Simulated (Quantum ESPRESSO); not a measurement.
# NiO under changes of volume

One of the cells (9.076 Å³/atom); the others are scaled copies at fixed shape and fractional positions:

```
Ni O
1.0
     0.00000    2.08590    2.08590
     2.08590    0.00000    2.08590
     2.08590    2.08590    0.00000
Ni O
1 1
Direct
  0.00000 0.00000 0.00000
  0.50000 0.50000 0.50000
```

* Program: Quantum ESPRESSO 7.5
* Functional: vdW-DF
* Potentials or basis: PseudoDojo 0.4.1 SR PBE standard
* Cutoff: 1333 eV
* Density cutoff: 5333 eV
* k mesh: 9 × 9 × 9
* Occupations: fermi-dirac, width 0.05 eV
* Spin: collinear spin, ferromagnetic start
* Starting moments: [1.0, 0.0] μB

| volume (Å³/atom) | energy over the lowest point (meV/atom) | pressure (GPa) | moment (μB per cell) |
| --- | --- | --- | --- |
| 8.531 | 102.65 | 29.1 | 1.72 |
| 8.713 | ? | ? | ? |
| 8.894 | 48.65 | 18.8 | 1.81 |
| 9.076 | 29.70 | 14.4 | 1.85 |
| 9.257 | 103.89 | 1.6 | 0.00 |
| 9.439 | 5.68 | 6.6 | 1.91 |
| 9.620 | 0.00 | 3.1 | 1.92 |

What does the run at 8.713 Å³/atom give?

Energy over the lowest point 72.71 meV/atom; pressure 23.6 GPa; moment 1.76 μB per cell.

The energies don't lie on one smooth curve, so no fit is given. The run at 9.257 Å³/atom lies farthest off; its moment of 0.00 μB against 1.72 to 1.92 μB shows that it ended in another magnetic state.

Energies are extrapolated to zero smearing.

Caveats: the potentials were made for another functional, which shifts forces and pressure; a cell with one magnetic atom can't hold antiferromagnetic order, which such compounds often take (some runs).
